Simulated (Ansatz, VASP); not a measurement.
**K in VASP and in Ansatz**

```xyz
1
Lattice="0.0000 3.2923 3.2923 3.2923 0.0000 3.2923 3.2923 3.2923 0.0000" Properties=species:S:1:pos:R:3 pbc="T T T"
K     0.0000    0.0000    0.0000
```

Alike in both runs: task single point; functional RPBE; k mesh 9 × 9 × 9; occupations fermi-dirac, width 0.1 eV; no spin polarisation.

|  | VASP | Ansatz |
| --- | --- | --- |
| version | VASP 6.6.1 | Ansatz 0.2.0 |
| potentials or method | VASP PAW PBE potentials, release 64 (K_sv) | plane waves (420 eV) with PAW, scalar-relativistic |
| plane-wave cutoff (eV) | 520 | 420 |
| valence electrons in the cell | 9 | 9 |

```tsv
	VASP	Ansatz	Ansatz less VASP
pressure (GPa)	0.5	0.5	+0.01
```

Caveats: the PAW data sets were made with another functional, which shifts forces and pressure a little (VASP).
